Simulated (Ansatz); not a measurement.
SnSe2:

```xyz
3
Lattice="3.8110 0.0000 0.0000 -1.9055 3.3004 0.0000 0.0000 0.0000 6.1360" Properties=species:S:1:pos:R:3 pbc="T T T"
Sn    0.0000    0.0000    0.0000
Se    1.9055    1.1001    4.6081
Se    0.0000    2.2003    1.5279
```

Base run:

* Program: Ansatz 0.2.0
* Functional: PBE
* Potentials or basis: Ansatz PAW
* Cutoff: 500 eV
* Density cutoff: 2000 eV
* k mesh: 8 × 8 × 5
* Occupations: fermi-dirac, width 0.05 eV
* Spin: no spin polarisation

Its results: band gap on the k mesh 0.81 eV, indirect (least direct gap 1.10 eV); pressure 5.5 GPa; largest force 0.786 eV/Å.

The run is repeated on the same cell with these changes: functional from PBE to r2SCAN. What comes out?

Band gap on the k mesh 1.10 eV, indirect (least direct gap 1.54 eV); pressure 3.6 GPa; largest force 0.517 eV/Å.

r2SCAN gives the wider gap, since meta-GGAs in the generalised Kohn-Sham scheme recover part of the derivative discontinuity.

Caveats: spin-orbit coupling is left out, which moves the levels of the heavy elements; odd divisions of the mesh miss points on the zone boundary, where band edges often lie, so the gap on the mesh can be too wide (some runs); this functional lacks dispersion, which binds the layers, so the pressure and a relaxed spacing across them are unreliable (some runs); the k mesh misses the band edges, so the gap on the mesh is wider than the one along the path (some runs); the PAW data sets come from PBE, with cores solved anew for the run's functional, which leaves a small shift of forces and pressure (some runs).

Not every run made on this cell is shown here.
